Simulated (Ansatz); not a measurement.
**HgTe (Coloradoite): single point with PBE**

HgTe (Coloradoite):

```
CELL_PARAMETERS angstrom
0.00000 3.21450 3.21450
3.21450 0.00000 3.21450
3.21450 3.21450 0.00000
ATOMIC_POSITIONS crystal
Hg 0.00000 0.00000 0.00000
Te 0.75000 0.75000 0.75000
```

* Program: Ansatz 0.2.0
* Task: single point
* Functional: PBE
* Potentials or basis: all-electron LAPW, scalar-relativistic
* Cutoff: 262 eV (chosen from the basis error)
* Basis error allowed: 0.001 eV/atom
* k mesh: 7 × 7 × 7
* Occupations: gaussian, width 0.02 eV
* Spin: no spin polarisation

```yaml
Pressure: 4.6 GPa
Band_gap_on_the_k_mesh: none (metal or under the smearing width)
```

Levels at points of the mesh, in eV from the Fermi level:
```csv
k point,band 30,band 31,band 32,band 33,band 34,band 35,band 36,band 37,band 38,band 39
"(0.00, 0.00, 0.00)",-6.90,-6.90,-0.69,-0.01,-0.01,-0.01,4.21,4.21,4.21,6.46
```

Wall time 16 s on 1 thread of Arm Neoverse V2 (shared host), peak memory 0.31 GiB.

Spin-orbit coupling is left out, which matters for the levels of Hg, Te.
